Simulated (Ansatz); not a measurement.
**V: which magnetic state does the SCF reach?**

Aim: see which self-consistent states V reaches from different starts at one fixed geometry, and which of them is lowest. System: V, the deposited crystal structure (space group Im-3m, primitive cell doubled); the cell holds 2 atoms. Source: COD entry 1506411, which need not be the ambient phase.

Computed with Ansatz 0.2.0 (DFT PBEsol, PAW, plane waves, scalar-relativistic, unless a step's input says otherwise).

## 1. Starting point

It takes space group Im-3m (No. 229, cubic). The conventional cell has a = 3.027 Å, b = 3.027 Å, c = 3.027 Å, α = 90.00°, β = 90.00°, γ = 90.00°. Around V (site symmetry m-3m) lie 8 V at 2.62 Å.

As a file:

```xyz
2
Lattice="-1.5136 1.5136 1.5136 1.5136 -1.5136 1.5136 3.0273 3.0273 -3.0273" Properties=species:S:1:pos:R:3 pbc="T T T"
V     0.0000    0.0000    0.0000
V     1.5136    1.5136   -1.5136
```

In tables a label like V2 counts atoms in the order of input.yaml; a structure file may count by element.

Planned first: parallel moments, plain SCF; opposed moments +-, plain SCF; no spin polarisation; spin on, no moments given (the program may seed its own), plain SCF. What is tried next depends on their ends.

A plain SCF has the search for lower states switched off and ends at the first converged state. 

Site moments are integrals over atomic spheres and don't add up to the total.

## 2. Parallel moments, plain SCF

input.yaml

```yaml
crystal:
  lattice:
    - [-1.51365, 1.51365, 1.51365]
    - [1.51365, -1.51365, 1.51365]
    - [3.0273, 3.0273, -3.0273]
  atoms:
    - { symbol: V, position: [0.0, 0.0, 0.0], spin: 2.0 }
    - { symbol: V, position: [0.0, 0.0, 0.5], spin: 2.0 }
magnetization:
  spin_polarized: true
hamiltonian:
  xc: pbesol
  pseudopotentials: { kind: paw }
basis:
  ecutwfc: 420
kpoints:
  mp_grid: { grid: [13, 13, 7] }
scf:
  occupations: { method: fermi_dirac, width: 0.05 }
  lower_state_search: "off"
output:
  forces: true
  stress: true
```

The program printed (excerpt; [...] marks lines left out):

```text
Warning: crystal.symmetry: narrowed to the stabiliser of the k-point mesh — unitary ops 16 → 8; excluded 8 operations that carry a point of the 13×13×7 mesh (shift [0, 0, 0]) off the mesh (the run samples exactly the mesh kpoints.mp_grid names, as under crystal.symmetry.detect: false, and [...]
Pseudopotentials: kind: paw
Pseudopotential: V, paw, valence charge 13, recommended cutoff 420 eV (normal), V.paw.azcp
Functional definition: PBEsol
[...]
Crystal: 2 atoms, lattice volume = 27.744 Å³
Basis set: ecut = 420 eV, 525 PW (Γ), exchange–correlation on 36×36×72 points (8 copies of the dense FFT grid, shifted against one another)
Bands: 19, of which v1, the nominal top of the filled ones, is band 13 counted from 1 (12 counted from 0)
Symmetry: 8 space group operations
k-points: 322 of 1183
[...]
Starting moments: Σ|m| = 4 μB on 2 of 2 sites
[...]
SCF iter   1: F=—  HF=-5770.209162 eV  |F-HF|=—  |Δ(HF+E_count)|=         —  Δρ=1.54e-1 (↑1.54e-1 ↓7.40e-2)  dr2=2.06e0  dr2_m=3.17e0  M=1.688 μB ∫|m|=1.688 μB  β_m=0.30  ethr=3.10e-3  ⟨swp⟩=3.6  Hψ=44097  notcnv=0
[...]
spin-set hold released at iteration 8 (site moments contracting): the magnetisation degrees of freedom join the quasi-Newton model from the next iteration; the mixer history was flushed
[...]
SCF iter  18: F=-5770.523364 eV  HF=-5770.523364 eV  |F-HF|=2.00e-11  |Δ(HF+E_count)|=  1.19e-10  Δρ=3.51e-7 (↑3.51e-7 ↓2.11e-7)  dr2=3.50e-11  dr2_m=8.94e-12  M=0.000 μB ∫|m|=0.000 μB  ethr=1.00e-12  ⟨swp⟩=1.0  Hψ=34885  notcnv=0
WARN: the starting moments were not kept: the SCF closed with an absolute magnetisation of 5.4e-6 μB, where they sum to 4 μB in size (2 sites). That is at most 0.1 of that sum. Measured as dr2_m measures the in/out step, that magnetisation stands 1.1e-11 eV from none, at or under the [...]
SCF converged after 18 iterations
Magnetization: 0.0000 μB (13.0000 up, 13.0000 down)
Absolute magnetization: 0.0000 μB (∫|ρ↑−ρ↓|, with the PAW one-centre terms)
Spin contamination: 0.0000 ħ² per cell (⟨S²⟩ above its minimum at these occupations)
Per-site moments (μB) at R_I (Å): [(2.4315045388018366e-6, 1.0814589657616103), (2.4315045388490117e-6, 1.0814589657616103)]
Free energy (F): -5770.523364 eV
[...]
E sigma→0 (E₀):  -5770.508267 eV
Entropy (-TS):   -0.030195 eV (-15.098 meV/atom)
Fermi energy:    15.829771 eV
[...]
--- Forces (eV/Å), atoms counted from 1 ---
  atom   1  V      0.00000000     0.00000000     0.00000000
  atom   2  V      0.00000000     0.00000000    -0.00000000
[...]
--- Stress (GPa, compression-positive) ---
      -11.916356      -0.118089      -0.038442
       -0.118089     -11.916356      -0.038442
       -0.038442      -0.038442     -11.638885
  P = ⅓ Tr σ = -11.8239 GPa (-118.239 kbar)
```

Wall time 20 s (2 threads of an x86-64 CPU, shared host); peak memory 0.62 GiB.

Result: non-magnetic, no gap on the k-mesh.

## 3. Opposed moments +-, plain SCF

input.yaml: that of step 2 with these lines changed.

```diff
@@ -7,3 +7,3 @@
     - { symbol: V, position: [0.0, 0.0, 0.0], spin: 2.0 }
-    - { symbol: V, position: [0.0, 0.0, 0.5], spin: 2.0 }
+    - { symbol: V, position: [0.0, 0.0, 0.5], spin: -2.0 }
 magnetization:
```

The program printed (excerpt; [...] marks lines left out):

```text
Warning: crystal.symmetry: narrowed to the stabiliser of the k-point mesh — unitary ops 8 → 4; excluded 4 operations that carry a point of the 13×13×7 mesh (shift [0, 0, 0]) off the mesh (the run samples exactly the mesh kpoints.mp_grid names, as under crystal.symmetry.detect: false, and [...]
[... 9 lines as in an earlier run ...]
Symmetry: 4 space group operations
[... 6 lines as in an earlier run ...]
Starting moments: Σ|m| = 4 μB on 2 of 2 sites
[... 2 lines as in an earlier run ...]
spin-down is spin-up translated by (0, 0, 0.5): one eigenproblem is solved per k-point and the antiferromagnetic symmetry of the starting moments is kept exactly by this SCF (crystal.symmetry.spin_inversion_symmetry: false solves both channels; [...]
SCF iter   1: F=—  HF=-5770.422498 eV  |F-HF|=—  |Δ(HF+E_count)|=         —  Δρ=1.04e-1 (↑1.04e-1 ↓1.04e-1)  dr2=1.97e0  dr2_m=2.25e0  M=0.000 μB ∫|m|=2.011 μB  β_m=0.30  ethr=3.10e-3  ⟨swp⟩=3.6  Hψ=22106  notcnv=0  defer=25
[...]
spin-set hold released at iteration 10 (site moments contracting): the magnetisation degrees of freedom join the quasi-Newton model from the next iteration; the mixer history was flushed
[...]
SCF iter  20: F=-5770.523364 eV  HF=-5770.523364 eV  |F-HF|=1.55e-11  |Δ(HF+E_count)|=  3.82e-11  Δρ=2.56e-7 (↑2.56e-7 ↓2.56e-7)  dr2=5.94e-12  dr2_m=1.35e-11  M=0.000 μB ∫|m|=0.000 μB  ethr=1.08e-12  ⟨swp⟩=1.0  Hψ=17620  notcnv=0
WARN: the starting moments were not kept: the SCF closed with an absolute magnetisation of 1.1e-5 μB, where they sum to 4 μB in size (2 sites). That is at most 0.1 of that sum. Measured as dr2_m measures the in/out step, that magnetisation stands 4.0e-11 eV from none, at or under the [...]
SCF converged after 20 iterations
Magnetization: 0.0000 μB (13.0000 up, 13.0000 down)
Absolute magnetization: 0.0000 μB (∫|ρ↑−ρ↓|, with the PAW one-centre terms)
Spin contamination: 0.0000 ħ² per cell (⟨S²⟩ above its minimum at these occupations)
Per-site moments (μB) at R_I (Å): [(4.896295832593491e-6, 1.0814589657616103), (-4.896295832593491e-6, 1.0814589657616103)]
Free energy (F): -5770.523364 eV
[...]
E sigma→0 (E₀):  -5770.508267 eV
Entropy (-TS):   -0.030196 eV (-15.098 meV/atom)
Fermi energy:    15.829769 eV
[... 25 lines left out: energy terms, forces, stress ...]
```

Run time: 12 s. Hardware: 2 threads of an x86-64 CPU, shared host; peak memory 0.6 GiB.

The run ends in the same state as step 2 (non-magnetic); it took 20 iterations.

## 4. No spin polarisation

input.yaml: that of step 3 with these lines changed.

```diff
@@ -6,6 +6,4 @@
   atoms:
-    - { symbol: V, position: [0.0, 0.0, 0.0], spin: 2.0 }
-    - { symbol: V, position: [0.0, 0.0, 0.5], spin: -2.0 }
-magnetization:
-  spin_polarized: true
+    - { symbol: V, position: [0.0, 0.0, 0.0] }
+    - { symbol: V, position: [0.0, 0.0, 0.5] }
 hamiltonian:
```

The program printed (excerpt; [...] marks lines left out):

```text
[... 9 lines as in an earlier run ...]
Bands: 17, of which v1, the nominal top of the filled ones, is band 13 counted from 1 (12 counted from 0)
[... 6 lines as in an earlier run ...]
[...]
[... 2 lines as in an earlier run ...]
SCF iter   1: F=—  HF=-5770.528696 eV  |F-HF|=—  |Δ(HF+E_count)|=         —  Δρ=1.03e-2  dr2=1.97e-2  ethr=1.77e-3  ⟨swp⟩=3.8  Hψ=20500  notcnv=0
[...]
SCF iter   6: F=-5770.523364 eV  HF=-5770.523364 eV  |F-HF|=2.94e-9  |Δ(HF+E_count)|=   6.29e-8  Δρ=4.93e-6  dr2=4.92e-9  ethr=3.85e-10  ⟨swp⟩=3.0  Hψ=15277  notcnv=0
[...]
SCF converged after 6 iterations
Free energy (F): -5770.523364 eV
[...]
E sigma→0 (E₀):  -5770.508267 eV
Entropy (-TS):   -0.030195 eV (-15.098 meV/atom)
Fermi energy:    15.829795 eV
[... 25 lines left out: energy terms, forces, stress ...]
```

Run time: 4.5 s. Hardware: 2 threads of an x86-64 CPU, shared host; peak memory 0.54 GiB.

This is the state of step 2 again (non-magnetic), after 6 iterations.

## 5. Spin on, no moments given (the program may seed its own), plain SCF

input.yaml: that of step 4 with these lines changed.

```diff
@@ -21 +21,3 @@
   stress: true
+magnetization:
+  spin_polarized: true
```

The program printed (excerpt; [...] marks lines left out):

```text
[... 1 line as in an earlier run ...]
band count auto-derived: 20 (N_el = 26.0; filled up to band 13; 17 by the electrons, moments and atoms)
[... 8 lines as in an earlier run ...]
Bands: 20, of which v1, the nominal top of the filled ones, is band 13 counted from 1 (12 counted from 0)
[... 9 lines as in an earlier run ...]
SCF iter   1: F=—  HF=-5771.233879 eV  |F-HF|=—  |Δ(HF+E_count)|=         —  Δρ=4.86e-2 (↑4.86e-2 ↓4.86e-2)  dr2=2.38e0  dr2_m=0.00e0  M=0.000 μB ∫|m|=0.000 μB  β_m=0.30  ethr=3.10e-3  ⟨swp⟩=3.6  Hψ=22763  notcnv=0  defer=52
[...]
SCF iter  12: F=-5770.523364 eV  HF=-5770.523364 eV  |F-HF|=5.90e-10  |Δ(HF+E_count)|=   3.71e-8  Δρ=1.28e-6 (↑1.28e-6 ↓1.28e-6)  dr2=1.14e-9  dr2_m=0.00e0  M=0.000 μB ∫|m|=0.000 μB  ethr=3.85e-10  ⟨swp⟩=2.1  Hψ=18560  notcnv=0
[...]
this state was not tested for a lower state beside it, because too few of the mixer's solves of this state at the end of the SCF gave a reading for the test (the SCF was short, the solves that were read can be of a state that the SCF has left, the mixer's history had been emptied shortly [...]
SCF converged after 12 iterations
Magnetization: 0.0000 μB (13.0000 up, 13.0000 down)
Absolute magnetization: 0.0000 μB (∫|ρ↑−ρ↓|)
Spin contamination: 0.0000 ħ² per cell (⟨S²⟩ above its minimum at these occupations)
Per-site moments (μB) at R_I (Å): [(0.0, 1.0814589657616103), (0.0, 1.0814589657616103)]
Free energy (F): -5770.523364 eV
[...]
E sigma→0 (E₀):  -5770.508267 eV
Entropy (-TS):   -0.030195 eV (-15.098 meV/atom)
Fermi energy:    15.829776 eV
[... 25 lines left out: energy terms, forces, stress ...]
```

Wall time 11 s (2 threads of an x86-64 CPU, shared host); peak memory 0.63 GiB.

Nothing new: the 12 iterations lead to the state found in step 2 (non-magnetic).

## 6. Parallel moments scaled by 1.5, plain SCF

input.yaml: that of step 5 with these lines changed.

```diff
@@ -6,4 +6,6 @@
   atoms:
-    - { symbol: V, position: [0.0, 0.0, 0.0] }
-    - { symbol: V, position: [0.0, 0.0, 0.5] }
+    - { symbol: V, position: [0.0, 0.0, 0.0], spin: 3.0 }
+    - { symbol: V, position: [0.0, 0.0, 0.5], spin: 3.0 }
+magnetization:
+  spin_polarized: true
 hamiltonian:
@@ -21,3 +23 @@
   stress: true
-magnetization:
-  spin_polarized: true
```

The program printed (excerpt; [...] marks lines left out):

```text
[... 17 lines as in an earlier run ...]
Starting moments: Σ|m| = 6 μB on 2 of 2 sites
[... 2 lines as in an earlier run ...]
SCF iter   1: F=—  HF=-5769.121276 eV  |F-HF|=—  |Δ(HF+E_count)|=         —  Δρ=1.85e-1 (↑1.85e-1 ↓1.11e-1)  dr2=1.83e0  dr2_m=5.46e0  M=2.231 μB ∫|m|=2.231 μB  β_m=0.30  ethr=3.10e-3  ⟨swp⟩=3.6  Hψ=46151  notcnv=0
[...]
spin-set hold released at iteration 1 (the charge has settled, or the pull on large starting moments outlasts its swing): the magnetisation degrees of freedom join the quasi-Newton model from the next iteration; the mixer history was flushed
[...]
SCF iter  12: F=-5770.523364 eV  HF=-5770.523364 eV  |F-HF|=3.46e-11  |Δ(HF+E_count)|=  4.57e-10  Δρ=3.80e-7 (↑3.19e-7 ↓3.80e-7)  dr2=6.07e-11  dr2_m=8.39e-12  M=0.000 μB ∫|m|=0.000 μB  ethr=1.00e-12  ⟨swp⟩=1.0  Hψ=35058  notcnv=0
WARN: the starting moments were not kept: the SCF closed with an absolute magnetisation of 1.7e-5 μB, where they sum to 6 μB in size (2 sites). That is at most 0.1 of that sum. Measured as dr2_m measures the in/out step, that magnetisation stands 6.4e-11 eV from none, at or under the [...]
SCF converged after 12 iterations
Magnetization: 0.0000 μB (13.0000 up, 13.0000 down)
Absolute magnetization: 0.0000 μB (∫|ρ↑−ρ↓|, with the PAW one-centre terms)
Spin contamination: 0.0000 ħ² per cell (⟨S²⟩ above its minimum at these occupations)
Per-site moments (μB) at R_I (Å): [(6.4264971828698626e-6, 1.0814589657616103), (6.426497182867999e-6, 1.0814589657616103)]
Free energy (F): -5770.523364 eV
[...]
E sigma→0 (E₀):  -5770.508267 eV
Entropy (-TS):   -0.030196 eV (-15.098 meV/atom)
Fermi energy:    15.829767 eV
[... 25 lines left out: energy terms, forces, stress ...]
```

Wall time 14 s (2 threads of an x86-64 CPU, shared host); peak memory 0.63 GiB.

Nothing new: the 12 iterations lead to the state found in step 2 (non-magnetic).

## 7. All ends together

| step | iterations | state | moments of V1 V2 (μB) | total (μB) | gap (eV) | pressure (GPa) | above lowest (meV/atom) |
| --- | --- | --- | --- | --- | --- | --- | --- |
| 2 | 18 | 1 | 0.00 0.00 | 0.00 | none | -11.8 | 0.0 |
| 3 | 20 | 1 | 0.00 0.00 | 0.00 | none | -11.8 | 0.0 |
| 4 | 6 | 1 | 0.00 0.00 | 0.00 | none | -11.8 | 0.0 |
| 5 | 12 | 1 | 0.00 0.00 | 0.00 | none | -11.8 | 0.0 |
| 6 | 12 | 1 | 0.00 0.00 | 0.00 | none | -11.8 | 0.0 |

States are numbered from the lowest. Starts by step: 2 parallel moments, plain SCF; 3 opposed moments +-, plain SCF; 4 no spin polarisation; 5 spin on, no moments given (the program may seed its own), plain SCF; 6 parallel moments scaled by 1.5, plain SCF.

The 5 runs of this session took 62 s in all, from 4.5 s to 20 s each.

Decimal logarithm of the largest residual (eV) by iteration, counted through all cycles of a run:

| iteration | step 2 | step 3 | step 4 | step 5 | step 6 |
| --- | --- | --- | --- | --- | --- |
| 1 | 0.5 | 0.4 | -1.7 | 0.4 | 0.7 |
| 2 | 0.2 | 0.1 | -2.5 | 0.5 | 0.5 |
| 3 | 0.0 | -0.2 | -4.7 | 0.0 | -0.5 |
| 4 | -0.2 | -0.3 | -5.8 | -0.3 | -1.8 |
| 5 | -0.4 | -0.5 | -6.8 | -0.8 | -2.2 |
| 6 | -0.6 | -0.7 | -8.3 | -1.7 | -3.3 |
| 8 | -1.0 | -0.9 | - | -3.4 | -4.9 |
| 10 | -1.8 | -1.2 | - | -5.3 | -7.5 |
| 11 | -3.0 | -1.3 | - | -6.3 | -9.7 |
| 13 | -4.7 | -3.2 | - | - | - |
| 15 | -7.0 | -4.9 | - | - | - |
| 17 | -9.8 | -6.5 | - | - | - |
| 18 | -10.5 | -8.5 | - | - | - |
| 20 | - | -10.9 | - | - | - |

## 8. Results

| quantity | value |
| --- | --- |
| distinct states | 1 from 5 converged runs |
| lowest state | non-magnetic |
| total moment | 0.00 μB per cell |
| gap on the k-mesh | none |
| pressure | -11.8 GPa |
| largest force | 0.000 eV/Å |

**Reading.** 5 runs converged, all to one state. Spin polarisation gains nothing here: every starting moment dies out. These are lowest states among those tried, not proven ground states. The mesh has less symmetry than the lattice, which lowers the symmetry of the run.
